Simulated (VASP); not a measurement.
# Sb in VASP: single point with PBEsol

Aim: the single point of Sb with PBEsol.

Everything below comes from runs of VASP 6.6.1. Logs are shortened: lines on timing, memory, paths and dates and some standing lists are left out, and cuts for length are marked.

## (1) Starting point

The cell holds a slab with vacuum, 1 atom: a = 3.355 Å, b = 3.355 Å, c = 12.000 Å, α = 90.00°, β = 90.00°, γ = 120.00°.

The slab is cut from a database's or a generator's crystal, which needn't be the stable form of the element.

## (2) Single point, PBEsol

INCAR reads:

```
ALGO = Normal
DIPOL = 0.5 0.5 0.500
EDIFF = 1E-7
ENCUT = 600
GGA = PS
IDIPOL = 3
ISIF = 2
ISMEAR = 1
LASPH = True
LCHARG = False
LDIPOL = True
LREAL = False
LVACPOTAV = True
LVHAR = True
LWAVE = False
NBANDS = 12
NELM = 120
PREC = Accurate
SIGMA = 0.1
```

KPOINTS reads:

```
k-points
0
Gamma
  14 14 1
```

POSCAR reads:

```
Sb
1.0
    3.3545324200      0.0000000000      0.0000000000
   -1.6772662100      2.9051102900      0.0000000000
    0.0000000000      0.0000000000     12.0000000000
Sb
1
Direct
    0.6666666667      0.3333333333      0.5000000000
```

Potentials or basis: VASP PAW PBE potentials, release 64 (Sb).

Started as:

```sh
cat potpaw_PBE.64/Sb/POTCAR > POTCAR
mpirun -np 1 vasp_std > vasp.out
```

OUTCAR:

```text
EDIFF = 1E-7
   ENCUT = 600
   GGA = PS
   ISIF = 2
   ISMEAR = 1
   LASPH = True
   LREAL = False
   NELM = 120
   PREC = Accurate

 Found     24 irreducible k-points:

 Following reciprocal coordinates:
            Coordinates               Weight
  0.000000  0.000000  0.000000      1.000000
  0.071429  0.000000  0.000000      6.000000
  0.142857  0.000000  0.000000      6.000000
  0.214286  0.000000  0.000000      6.000000
  0.285714  0.000000  0.000000      6.000000
  0.357143  0.000000  0.000000      6.000000
   k-points           NKPTS =     24   k-points in BZ     NKDIM =     24   number of bands    NBANDS=     12
   number of dos      NEDOS =    301   number of ions     NIONS =      1
   total plane-waves  NPLWV =  75264
   dimension x,y,z NGX =    28 NGY =   28 NGZ =   96
   dimension x,y,z NGXF=    56 NGYF=   56 NGZF=  192
   ions per type =               1
   NGX,Y,Z   is equivalent  to a cutoff of  13.88, 13.88, 13.30 a.u.
   NGXF,Y,Z  is equivalent  to a cutoff of  27.75, 27.75, 26.60 a.u.
 SYSTEM =  unknown system
   PREC   = accura    normal or accurate (medium, high low for compatibility)
   ISTART =      0    job   : 0-new  1-cont  2-samecut
   ICHARG =      2    charge: 1-file 2-atom 10-const
   ISPIN  =      1    spin polarized calculation?
   LNONCOLLINEAR =      F non collinear calculations
   LSORBIT =      F    spin-orbit coupling
   LASPH  =      T    aspherical Exc in radial PAW
   ENCUT  =  600.0 eV  44.10 Ry    6.64 a.u.   6.70  6.70 23.97*2*pi/ulx,y,z
   NELM   =    120;   NELMIN=  2; NELMDL= -5     # of ELM steps
   EDIFF  = 0.1E-06   stopping-criterion for ELM
   LREAL  =      F    real-space projection
   EDIFFG = 0.1E-05   stopping-criterion for IOM
   NSW    =      0    number of steps for IOM
   IBRION =     -1    ionic relax: 0-MD 1-quasi-New 2-CG
   NFREE  =      0    steps in history (QN), initial steepest desc. (CG)
   ISIF   =      2    stress and relaxation
   ISYM   =      2    0-nonsym 1-usesym 2-fastsym
   POTIM  = 0.5000    time-step for ionic-motion
   TEBEG  =    0.0;   TEEND  =   0.0 temperature during run
   PSTRESS=    0.0 pullay stress
   NELECT =       5.0000    total number of electrons
   NUPDOWN=      -1.0000    fix difference up-down
   EMIN   =  10.00;   EMAX   =-10.00  energy-range for DOS
   EFERMI =   0.00;   METHOD = LEGACY
   ISMEAR =     1;   SIGMA  =   0.10  broadening in eV -4-tet -1-fermi 0-gaus
   EFERMI_NEDOS =   21; number of points for ismear=-14 and -15
   IALGO  =     38    algorithm
   IMIX   =      4    mixing-type and parameters
     AMIX     =   0.40;   BMIX     =  1.00
     AMIX_MAG =   1.60;   BMIX_MAG =  1.00
  volume/ion in A,a.u.               =     116.94       789.17
  Fermi-wavevector in a.u.,A,eV,Ry     =   0.572453  1.081779  4.458656  0.327702
  Thomas-Fermi vector in A             =   1.613332
   LORBIT       =      0    0 simple, 1 ext, 2 COOP (PROOUT), +10 PAW based schemes
   GGA     = PS    functional components
   LHFCALC =     F    Hartree Fock is set to
   AEXX    =    0.0000 exact exchange contribution
   IVDW    =     0    specifies the selected vdW correction
   LEPSILON=     F    determine dielectric tensor
   LRPA    =     F    only Hartree local field effects (RPA)
 non-spin polarized calculation
 Methfessel and Paxton  Order N= 1 SIGMA  =   0.10
  energy-cutoff  :      600.00
  volume of cell :      116.94
 maximum number of plane-waves:      3931
 NGX is ok and might be reduce to    28
   NGX = 13   NGY = 13   NGZ = 47

 number of electron       5.0000000 magnetization

 dipolmoment           0.000000      0.000000      0.000000 electrons x Angstroem

 Free energy of the ion-electron system (eV)
  ---------------------------------------------------
  ext. energy  EPLUGINS =         0.00000000
  ---------------------------------------------------
  free energy    TOTEN  =        -3.60261319 eV

  energy without entropy =       -3.60221886  energy(sigma->0) =       -3.60248175

 E-fermi :  -1.8602     XC(G=0):  -3.6432

 val. band max:       -1.8802562128   @ k =   0.3571   0.0714   0.0000
 cond. band min:      -1.7679822320   @ k =   0.2143   0.0714   0.0000
 fundamental gap:      0.1122739808
 Fermi energy:        -1.8601934182

 k-point     1 :       0.0000    0.0000    0.0000
  band No.  band energies     occupation
      1     -12.6462      2.00000
      2      -4.1636      2.00000
      3       1.7083      0.00000
      4       3.2941      0.00000
      5       3.2941      0.00000
      6       3.3881      0.00000
      7       3.8706      0.00000
      8       7.8861      0.00000
      9       8.0817      0.00000
     10       8.9677      0.00000
     11       8.9677      0.00000
     12       9.0849      0.00000

 k-point     2 :       0.0714    0.0000    0.0000
  band No.  band energies     occupation
      1     -12.5598      2.00000
      2      -4.0778      2.00000
      3       1.7974      0.00000
      4       2.5405      0.00000
      5       3.0736      0.00000
      6       3.4747      0.00000
      7       3.9604      0.00000
      8       7.9517      0.00000
      9       7.9693      0.00000
     10       8.3570      0.00000
     11       9.3057      0.00000
     12       9.5517      0.00000

 k-point     3 :       0.1429    0.0000    0.0000
  band No.  band energies     occupation
      1     -12.3020      2.00000
      2      -3.8236      2.00000
      3       0.9346      0.00000
      4       2.0653      0.00000
      5       2.5474      0.00000
      6       3.7311      0.00000
      7       4.2283      0.00000
      8       7.0114      0.00000
      9       8.0687      0.00000
     10       8.6962      0.00000
     11       9.6692      0.00000
     12      10.1825      0.00000

 k-point     4 :       0.2143    0.0000    0.0000
  band No.  band energies     occupation
      1     -11.8790      2.00000
      2      -3.4115      2.00000
      3      -0.8638     -0.00000
      4       1.9341      0.00000
      5       2.5110      0.00000
      6       4.1395      0.00000
      7       4.6743      0.00000
      8       6.2465      0.00000
      9       7.4639      0.00000
     10       9.0491      0.00000
     11       9.1567      0.00000
     12      11.3737      0.00000

 k-point     5 :       0.2857    0.0000    0.0000
  band No.  band energies     occupation
      1     -11.3061      2.00000
      2      -2.8656      2.00000
      3      -2.6044      2.00000
      4       1.3731      0.00000
      5       3.1351      0.00000
      6       4.5844      0.00000
      7       5.2961      0.00000
      8       5.6727      0.00000
      9       6.2068      0.00000
     10       9.4563      0.00000
     11       9.7579      0.00000
     12      10.5907      0.00000

 k-point     6 :       0.3571    0.0000    0.0000
  band No.  band energies     occupation
      1     -10.6241      2.00000
      2      -4.1571      2.00000
      3      -2.2392      2.00000
      4       0.9367      0.00000
      5       3.9369      0.00000
      6       4.2448      0.00000
      7       5.2637      0.00000
      8       5.9824      0.00000
      9       6.1047      0.00000
     10       8.9231      0.00000
     11       9.8746      0.00000
     12      10.5516      0.00000

 [... further k-points ...]
[... 5 lines left out ...]
  --------------------------------------------------------------------------------------
  -------------------------------------------------------------------------------------
  Total       -2.6831333     -2.6831333      0.0002639      0.0000000      0.0000000      0.0000000
  in kB      -36.7601239    -36.7601238      0.0036151      0.0000000      0.0000000      0.0000000
  external PRESSURE =     -24.5055442 kB  Pullay stress =       0.0000000 kB

 VOLUME and BASIS-vectors are now :
 -----------------------------------------------------------------------------
  energy-cutoff  :      600.00
  volume of cell :      116.94
      direct lattice vectors                 reciprocal lattice vectors
     3.354532420  0.000000000  0.000000000     0.298104139  0.172110505  0.000000000
    -1.677266210  2.905110290  0.000000000     0.000000000  0.344221011  0.000000000
     0.000000000  0.000000000 12.000000000     0.000000000  0.000000000  0.083333333

 POSITION                                       TOTAL-FORCE (eV/Angst)
 -----------------------------------------------------------------------------------
      1.67727      0.96837      6.00000         0.000000      0.000000      0.000000
 -----------------------------------------------------------------------------------
    total drift:                                0.000000     -0.000000     -0.000000

  FREE ENERGIE OF THE ION-ELECTRON SYSTEM (eV)
  ---------------------------------------------------
  free  energy   TOTEN  =        -3.6026131919 eV

  energy  without entropy=       -3.6022188589  energy(sigma->0) =       -3.60248175

 vacuum level on the upper side and lower side of the slab         3.045         3.045
```

Wall time 58 s (1 thread of Intel Xeon Platinum 8375C at 2.90GHz (Ice Lake), shared host); peak memory 0.25 GiB.

The run converged, but some of its settings lie outside the range that counts as converged, so its numbers aren't taken as properties of the slab.

Results:

| Quantity | Value |
| --- | --- |
| Free energy | -3.6026 eV |
| Band gap on the k mesh | none (metal or under the smearing width) |
| Work function of the upper face | 4.91 eV |
| Work function of the lower face | 4.91 eV |

Caveat: the PAW data sets were made with another functional, which shifts forces and pressure a little.
